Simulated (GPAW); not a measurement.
**NaF (Villiaumite) in GPAW: the effect of functional**

Crystal: NaF (Villiaumite).

```
Na F
1.0
     0.00000    2.32000    2.32000
     2.32000    0.00000    2.32000
     2.32000    2.32000    0.00000
Na F
1 1
Cartesian
  0.0000 0.0000 0.0000
  2.3200 2.3200 2.3200
```

Alike in all runs:

```yaml
Program: GPAW 26.7.0
Task: band structure
Cutoff: 800 eV
Basis: pw
k_mesh: 10 × 10 × 10
Occupations: fermi-dirac, width 0.05 eV
Spin: no spin polarisation
```

```csv
functional,potentials or basis,gap on the mesh (eV)
LDA,the program's PAW data sets (release 1.2.1) made for this functional,?
vdW-DF2,GPAW PAW data sets (gpaw-data 1.2.1),6.25
AM05,PAW data sets generated in the run's folder for this functional,6.37
r2SCAN,GPAW PAW data sets (gpaw-data 1.2.1),7.11
SCAN,GPAW PAW data sets (gpaw-data 1.2.1),7.00
PBEsol,PAW data sets generated in the run's folder for this functional,6.16
PW91,PAW data sets generated in the run's folder for this functional,6.36
revPBE,the program's PAW data sets (release 1.2.1) made for this functional,6.60
```

**Question.** What does the run with functional LDA give?

**Answer.** gap on the mesh 5.94 eV.

Runs at the PBE level aren't shown here.
